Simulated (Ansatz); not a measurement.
# Mo: straining the crystal, biaxial strain in the a-b plane

The task here is to estimate one member of a computed series from the others.

Method: DFT PBE, scalar-relativistic, plane waves, PAW, in Ansatz 0.2.0.

2 further runs of the same task are left out: 2 set aside as unsound or not needed.

## The starting structure

It takes space group Im-3m (No. 229, cubic). The conventional cell has a = 3.161 Å, b = 3.161 Å, c = 3.161 Å, α = 90.00°, β = 90.00°, γ = 90.00°. Around Mo (site symmetry m-3m) lie 8 Mo at 2.74 Å.

As a file:

```cif
data_structure
_symmetry_space_group_name_H-M 'Im-3m'
_symmetry_Int_Tables_number 229
_cell_length_a 3.1606
_cell_length_b 3.1606
_cell_length_c 3.1606
_cell_angle_alpha 90.000
_cell_angle_beta 90.000
_cell_angle_gamma 90.000
_cell_volume 31.57
loop_
_atom_site_label
_atom_site_type_symbol
_atom_site_symmetry_multiplicity
_atom_site_Wyckoff_symbol
_atom_site_fract_x
_atom_site_fract_y
_atom_site_fract_z
_atom_site_occupancy
Mo1 Mo 2 a 0.00000 0.00000 0.00000 1
```

It goes back to an entry of the Materials Project.

The unstrained cell was computed beforehand with the same settings: E(σ→0) = -9912.0423 eV for 2 atoms, gap none (metal).

Set-up of the first run:

Contents of input.yaml:

```yaml
crystal:
  lattice:
    - [3.0973901725, 0.0, 0.0]
    - [0.0, 3.0973901725, 0.0]
    - [0.0, 0.0, 3.1985294434]
  atoms:
    - { symbol: Mo, position: [0.0, 0.0, 0.0] }
    - { symbol: Mo, position: [0.5, 0.5, 0.5] }
basis:
  ecutwfc: 420
kpoints:
  mp_grid: { grid: [16, 16, 16] }
hamiltonian:
  xc: pbe
scf:
  occupations: { method: gaussian, width: 0.1 }
output:
  forces: true
  stress: true
  eigenvalues: true
relax:
  adjacent_minimum: "off"
  f_tol: 0.008
  max_steps: 40
  cell: { stress_tol: 0.015, fix: [a, b, gamma] }
```

Started as:

```sh
$ ansatz run input.yaml --threads 1 --pin off --max-ram 2560MiB --backend cpu --events-out ev --progress --plain --runs-dir out
```

Steps of the session up to this table: At -2.0 %; The cell strained by +2.0 %; Strain -4.0 %; Strain +4.0 %; At -6.0 %; Strain +6.0 %.

One of the session's tables, all rows but one given; the rest of the session is left out.

Lengths are those of the vectors of the cell that was run; stresses in GPa:

```
strain (%)  ΔE (meV/atom)  a (Å)  b (Å)  c (Å)
      -6.0          195.8  2.971  2.971  3.343
      -4.0           86.7  3.034  3.034  3.265
      -2.0           21.6  3.097  3.097  3.206
      +0.0            0.0  3.161  3.161  3.161
      +2.0              ?      ?      ?      ?
      +4.0           72.9  3.287  3.287  3.079
      +6.0          155.3  3.350  3.350  3.037
```

Estimate the missing values for strain (%) = +2.0.

Worked estimate for «ΔE (meV/atom)». A straight line through the neighbours (0.0, 0.0) and (4.0, 72.9) gives 0.0 + (72.9 − 0.0) × (2.0 − 0.0) / (4.0 − 0.0) = 36.5; a parabola fitted to 4 rows on both sides gives 19.1.

The run gave: ΔE (meV/atom): 19.3; a (Å): 3.224; b (Å): 3.224; c (Å): 3.119. In «ΔE (meV/atom)» the line misses by +17.2 and the parabola by -0.2.

ΔE is over the unstrained cell. Stress in GPa, positive in compression, on the Cartesian axes of the input. 
